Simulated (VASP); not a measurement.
# InP (F-43m) in VASP: a series of runs

InP is run at these levels: r2SCAN+D4, PBE+D4, revPBE; tasks: single point, relaxation of cell and atoms.

All numbers are computed with VASP 6.6.1; they aren't measurements. Logs are shortened: lines on timing, memory, paths and dates and some standing lists are left out, and cuts for length are marked.

**Measured values to compare with.**

A printed reference work, data compilation reports, for a bulk crystal of InP at 1.6 K: band gap 1.4236 eV (direct).

The runs below are set against these values where they give the same quantity.

## Step 1: The cell of the first run

It takes space group F-43m (No. 216, cubic). Conventional cell: a = 5.888 Å, b = 5.888 Å, c = 5.888 Å, α = 90.00°, β = 90.00°, γ = 90.00°. In (site symmetry -43m) has 4 P at 2.55 Å within 3.4 Å. Within 3.4 Å of P (site symmetry -43m) lie 4 In at 2.55 Å.

## Step 2: Single point, r2SCAN+D4

The input, POSCAR:

```
InP
1.0
    0.0000000000      2.9438544248      2.9438544248
    2.9438544248      0.0000000000      2.9438544248
    2.9438544248      2.9438544248      0.0000000000
In P
1 1
Direct
    0.0000000000      0.0000000000      0.0000000000
    0.7500000000      0.7500000000      0.7500000000
```

The input, INCAR.step1:

```
SYSTEM = InP
PREC     = Accurate       ! precision mode
ENCUT    = 520            ! plane-wave cutoff, eV
ISMEAR   = -1             ! smearing method
SIGMA    = 0.05           ! smearing width, eV
LREAL    = .FALSE.        ! projectors in reciprocal space
LASPH    = .TRUE.         ! aspherical terms in the spheres
NELM     = 80             ! most SCF steps
NBANDS   = 16             ! bands
GGA      = PE             ! functional
ALGO     = Normal         ! electronic algorithm
EDIFF    = 1E-4           ! SCF threshold, eV
LWAVE    = .TRUE.         ! write WAVECAR
LCHARG   = .FALSE.        ! write CHGCAR
```

The input, INCAR.step2:

```
SYSTEM = InP
PREC     = Accurate       ! precision mode
ENCUT    = 520            ! plane-wave cutoff, eV
EDIFF    = 1E-6           ! SCF threshold, eV
ISMEAR   = -1             ! smearing method
SIGMA    = 0.05           ! smearing width, eV
LREAL    = .FALSE.        ! projectors in reciprocal space
LASPH    = .TRUE.         ! aspherical terms in the spheres
NELM     = 80             ! most SCF steps
ALGO     = Normal         ! electronic algorithm
ISIF     = 2              ! what is computed and relaxed
LWAVE    = .FALSE.        ! write WAVECAR
LCHARG   = .FALSE.        ! write CHGCAR
METAGGA  = R2SCAN         ! meta-GGA
LMIXTAU  = .TRUE.       
IVDW     = 13             ! dispersion correction
VDW_S6   = 1.0          
VDW_S8   = 0.6018749    
VDW_A1   = 0.51559235   
VDW_A2   = 5.77342911   
NBANDS   = 16             ! bands
ISTART   = 1
```

The input, KPOINTS:

```
Automatic mesh
0
G
  8 8 8
  0 0 0
```

Potentials or basis: VASP PAW PBE potentials, release 64 (In_d, P).

Started as:

```bash
> cat potpaw_PBE.64/In_d/POTCAR potpaw_PBE.64/P/POTCAR > POTCAR
> cp INCAR.step1 INCAR
> mpirun -np 1 vasp_std > vasp.out
> cp INCAR.step2 INCAR
> mpirun -np 1 vasp_std > vasp.out
```

OUTCAR:

```text
SYSTEM = InP
   PREC = Accurate
   ENCUT = 520
   EDIFF = 1E-6
   ISMEAR = -1
   LREAL = .FALSE.
   LASPH = .TRUE.
   NELM = 80
   ISIF = 2
   METAGGA = R2SCAN
   IVDW = 13
   ISTART = 1

 ion  position               nearest neighbor table
   1  0.000  0.000  0.000-   2 2.55   2 2.55   2 2.55   2 2.55
   2  0.750  0.750  0.750-   1 2.55   1 2.55   1 2.55   1 2.55

  LATTYP: Found a face centered cubic cell.
 ALAT       =     5.8877088496

  Lattice vectors:

 A1 = (   0.0000000000,   2.9438544248,   2.9438544248)
 A2 = (   2.9438544248,   0.0000000000,   2.9438544248)
 A3 = (   2.9438544248,   2.9438544248,   0.0000000000)

Analysis of symmetry for initial positions (statically):
=====================================================================
 Subroutine PRICEL returns:
 Original cell was already a primitive cell.

 Routine SETGRP: Setting up the symmetry group for a
 face centered cubic supercell.

 Subroutine GETGRP returns: Found 24 space group operations
 (whereof 24 operations were pure point group operations)
 out of a pool of 48 trial point group operations.

The static configuration has the point symmetry T_d .

Analysis of symmetry for dynamics (positions and initial velocities):
=====================================================================
 Subroutine PRICEL returns:
 Original cell was already a primitive cell.

 Routine SETGRP: Setting up the symmetry group for a
 face centered cubic supercell.

 Subroutine GETGRP returns: Found 24 space group operations
 (whereof 24 operations were pure point group operations)
 out of a pool of 48 trial point group operations.

The dynamic configuration has the point symmetry T_d .

 Subroutine INISYM returns: Found 24 space group operations
 (whereof 24 operations are pure point group operations),
 and found     1 'primitive' translations

----------------------------------------------------------------------------------------

                                     Primitive cell

  volume of cell :      51.0245

  direct lattice vectors                    reciprocal lattice vectors
     0.000000000  2.943854425  2.943854425    -0.169845355  0.169845355  0.169845355
     2.943854425  0.000000000  2.943854425     0.169845355 -0.169845355  0.169845355
     2.943854425  2.943854425  0.000000000     0.169845355  0.169845355 -0.169845355

  length of vectors
     4.163238853  4.163238853  4.163238853     0.294180784  0.294180784  0.294180784

  position of ions in fractional coordinates (direct lattice)
     0.000000000  0.000000000  0.000000000
     0.750000000  0.750000000  0.750000000

  ion indices of the primitive-cell ions
   primitive index   ion index
                 1           1
                 2           2

----------------------------------------------------------------------------------------

 KPOINTS: Automatic mesh

Automatic generation of k-mesh.
 Grid dimensions read from file:
 generate k-points for:    8    8    8

 Generating k-lattice:

  Cartesian coordinates                     Fractional coordinates (reciprocal lattice)
    -0.021230669  0.021230669  0.021230669     0.125000000  0.000000000  0.000000000
     0.021230669 -0.021230669  0.021230669     0.000000000  0.125000000  0.000000000
     0.021230669  0.021230669 -0.021230669     0.000000000  0.000000000  0.125000000

  Length of vectors
     0.036772598  0.036772598  0.036772598

  Shift w.r.t. Gamma in fractional coordinates (k-lattice)
     0.000000000  0.000000000  0.000000000

 Subroutine IBZKPT returns following result:
 ===========================================

 Found     29 irreducible k-points:

 Following reciprocal coordinates:
            Coordinates               Weight
  0.000000  0.000000  0.000000      1.000000
  0.125000  0.000000  0.000000      8.000000
  0.250000  0.000000  0.000000      8.000000
  0.375000  0.000000  0.000000      8.000000
  0.500000  0.000000  0.000000      4.000000
  0.125000  0.125000  0.000000      6.000000
[... 16 lines left out ...]
  0.500000  0.250000  0.125000     48.000000
 -0.375000  0.250000  0.125000     24.000000
 [... further k-points ...]
   k-points           NKPTS =     29   k-points in BZ     NKDIM =     29   number of bands    NBANDS=     16
   number of dos      NEDOS =    301   number of ions     NIONS =      2
   total plane-waves  NPLWV =  32768
   dimension x,y,z NGX =    32 NGY =   32 NGZ =   32
   dimension x,y,z NGXF=    64 NGYF=   64 NGZF=   64
   ions per type =               1   1
   NGX,Y,Z   is equivalent  to a cutoff of  12.78, 12.78, 12.78 a.u.
   NGXF,Y,Z  is equivalent  to a cutoff of  25.56, 25.56, 25.56 a.u.
 SYSTEM =  InP
   PREC   = accura    normal or accurate (medium, high low for compatibility)
   ISTART =      1    job   : 0-new  1-cont  2-samecut
   ICHARG =      0    charge: 1-file 2-atom 10-const
   ISPIN  =      1    spin polarized calculation?
   LNONCOLLINEAR =      F non collinear calculations
   LSORBIT =      F    spin-orbit coupling
   LASPH  =      T    aspherical Exc in radial PAW
   ENCUT  =  520.0 eV  38.22 Ry    6.18 a.u.   7.74  7.74  7.74*2*pi/ulx,y,z
   NELM   =     80;   NELMIN=  2; NELMDL=  0     # of ELM steps
   EDIFF  = 0.1E-05   stopping-criterion for ELM
   LREAL  =      F    real-space projection
   EDIFFG = 0.1E-04   stopping-criterion for IOM
   NSW    =      0    number of steps for IOM
   IBRION =     -1    ionic relax: 0-MD 1-quasi-New 2-CG
   NFREE  =      0    steps in history (QN), initial steepest desc. (CG)
   ISIF   =      2    stress and relaxation
   ISYM   =      2    0-nonsym 1-usesym 2-fastsym
   POTIM  = 0.5000    time-step for ionic-motion
   TEBEG  =    0.0;   TEEND  =   0.0 temperature during run
   PSTRESS=    0.0 pullay stress
   NELECT =      18.0000    total number of electrons
   NUPDOWN=      -1.0000    fix difference up-down
   EMIN   =  10.00;   EMAX   =-10.00  energy-range for DOS
   EFERMI =   0.00;   METHOD = LEGACY
   ISMEAR =    -1;   SIGMA  =   0.05  broadening in eV -4-tet -1-fermi 0-gaus
   EFERMI_NEDOS =   21; number of points for ismear=-14 and -15
   IALGO  =     38    algorithm
   IMIX   =      4    mixing-type and parameters
     AMIX     =   0.40;   BMIX     =  1.00
     AMIX_MAG =   1.60;   BMIX_MAG =  1.00
  volume/ion in A,a.u.               =      25.51       172.17
  Fermi-wavevector in a.u.,A,eV,Ry     =   1.156750  2.185940 18.205541  1.338070
  Thomas-Fermi vector in A             =   2.293367
   LORBIT       =      0    0 simple, 1 ext, 2 COOP (PROOUT), +10 PAW based schemes
   METAGGA = R2SCAN    functional components
   LHFCALC =     F    Hartree Fock is set to
   AEXX    =    0.0000 exact exchange contribution
   IVDW    =    13    specifies the selected vdW correction
   LEPSILON=     F    determine dielectric tensor
   LRPA    =     F    only Hartree local field effects (RPA)
 non-spin polarized calculation
  energy-cutoff  :      520.00
  volume of cell :       51.02
 maximum number of plane-waves:      1387
   NGX = 15   NGY = 15   NGZ = 15

 number of electron      18.0000008 magnetization

 Free energy of the ion-electron system (eV)
  ---------------------------------------------------
  ext. energy  EPLUGINS =         0.00000000
  ---------------------------------------------------
  free energy    TOTEN  =       -32.29648193 eV

  energy without entropy =      -32.29648177  energy(sigma->0) =      -32.29648185

 E-fermi :   5.4387     XC(G=0):  -9.8177

 val. band max:        4.8628538355   @ k =   0.0000   0.0000   0.0000
 cond. band min:       5.9521974102   @ k =   0.0000   0.0000   0.0000
 fundamental gap:      1.0893435747
 Fermi energy:         5.4386911468

 k-point     1 :       0.0000    0.0000    0.0000
  band No.  band energies     occupation
      1      -9.7668      2.00000
      2      -9.7668      2.00000
      3      -9.7668      2.00000
      4      -9.5948      2.00000
      5      -9.5948      2.00000
      6      -7.0419      2.00000
[... 8 lines left out ...]
     15      14.7633      0.00000
     16      14.7633      0.00000

 k-point     2 :       0.1250    0.0000    0.0000
  band No.  band energies     occupation
      1      -9.7874      2.00000
      2      -9.7591      2.00000
      3      -9.7591      2.00000
      4      -9.5947      2.00000
      5      -9.5947      2.00000
      6      -6.8574      2.00000
[... 8 lines left out ...]
     15      14.1160      0.00000
     16      14.7149      0.00000

 k-point     3 :       0.2500    0.0000    0.0000
  band No.  band energies     occupation
      1      -9.8341      2.00000
      2      -9.7423      2.00000
      3      -9.7423      2.00000
      4      -9.5922      2.00000
      5      -9.5922      2.00000
      6      -6.3445      2.00000
[... 8 lines left out ...]
     15      13.8967      0.00000
     16      14.4759      0.00000

 k-point     4 :       0.3750    0.0000    0.0000
  band No.  band energies     occupation
      1      -9.8774      2.00000
      2      -9.7290      2.00000
      3      -9.7290      2.00000
      4      -9.5860      2.00000
      5      -9.5860      2.00000
      6      -5.6645      2.00000
[... 8 lines left out ...]
     15      14.8821      0.00000
     16      14.8821      0.00000
[... 324 lines left out ...]
 k-point    22 :       0.3750    0.2500    0.1250
  band No.  band energies     occupation
      1      -9.8750      2.00000
      2      -9.7221      2.00000
      3      -9.7156      2.00000
      4      -9.6099      2.00000
      5      -9.5795      2.00000
      6      -5.9202      2.00000
[... 8 lines left out ...]
     15      15.5830      0.00000
     16      17.0791      0.00000

 k-point    23 :       0.5000    0.2500    0.1250
  band No.  band energies     occupation
      1      -9.9012      2.00000
      2      -9.7151      2.00000
      3      -9.7003      2.00000
      4      -9.6063      2.00000
      5      -9.5793      2.00000
      6      -5.3001      2.00000
[... 8 lines left out ...]
     15      16.2782      0.00000
     16      16.8335      0.00000

 k-point    24 :      -0.3750    0.2500    0.1250
  band No.  band energies     occupation
      1      -9.9108      2.00000
      2      -9.7138      2.00000
      3      -9.6948      2.00000
      4      -9.6007      2.00000
      5      -9.5819      2.00000
      6      -4.9593      2.00000
[... 8 lines left out ...]
     15      16.1165      0.00000
     16      16.7854      0.00000

 [... further k-points ...]

------------------------ aborting loop because EDIFF is reached ----------------------------------------

  DFT-D4 for vdW energy calculation

  Edisp (eV):   -0.23541

  FORCE on cell =-STRESS in cart. coord.  units (eV):
  Direction    XX          YY          ZZ          XY          YZ          ZX
  --------------------------------------------------------------------------------------
  -------------------------------------------------------------------------------------
  Total      -0.03330    -0.03330    -0.03330    -0.00000    -0.00000    -0.00000
  in kB      -1.04557    -1.04557    -1.04557    -0.00000    -0.00000    -0.00000
  external pressure =       -1.05 kB  Pullay stress =        0.00 kB

 VOLUME and BASIS-vectors are now :
 -----------------------------------------------------------------------------
  energy-cutoff  :      520.00
  volume of cell :       51.02
      direct lattice vectors                 reciprocal lattice vectors
     0.000000000  2.943854425  2.943854425    -0.169845355  0.169845355  0.169845355
     2.943854425  0.000000000  2.943854425     0.169845355 -0.169845355  0.169845355
     2.943854425  2.943854425  0.000000000     0.169845355  0.169845355 -0.169845355

 POSITION                                       TOTAL-FORCE (eV/Angst)
 -----------------------------------------------------------------------------------
      0.00000      0.00000      0.00000         0.000000      0.000000      0.000000
      4.41578      4.41578      4.41578        -0.000000     -0.000000     -0.000000
 -----------------------------------------------------------------------------------
    total drift:                                0.000002      0.000002      0.000002

  FREE ENERGIE OF THE ION-ELECTRON SYSTEM (eV)
  ---------------------------------------------------
  free  energy   TOTEN  =       -32.5318883862 eV

  energy  without entropy=      -32.5318882215  energy(sigma->0) =      -32.53188830
```

It took 92 s on 1 thread of Intel Xeon Platinum 8259CL at 2.50GHz (Skylake/Cascade Lake), shared host; peak memory 0.18 GiB.

Results:

| Quantity | Value |
| --- | --- |
| Free energy | -32.5319 eV |
| Pressure | -0.1 GPa |
| Band gap on the k mesh | 1.09 eV, direct |
| Dispersion energy per atom | -0.118 eV |

Levels at points of the mesh, in eV from the valence-band top:
```tsv
k point	band 5	band 6	band 7	band 8	band 9	band 10	band 11	band 12	band 13	band 14
(0.00, 0.00, 0.00)	-14.46	-11.90	0.00	0.00	0.00	1.09	4.44	4.44	4.44	9.05
(0.50, 0.00, 0.00)	-14.45	-10.14	-5.81	-0.99	-0.99	1.83	5.16	5.16	7.52	10.03
(0.50, 0.50, 0.00)	-14.42	-9.48	-5.82	-2.36	-2.36	2.03	2.55	9.79	10.22	10.22
```

Caveat: the PAW data sets were made with another functional, which shifts forces and pressure a little; spin-orbit coupling is left out, which moves the levels of the heavy elements.

(Continued in part 2 of 2.)
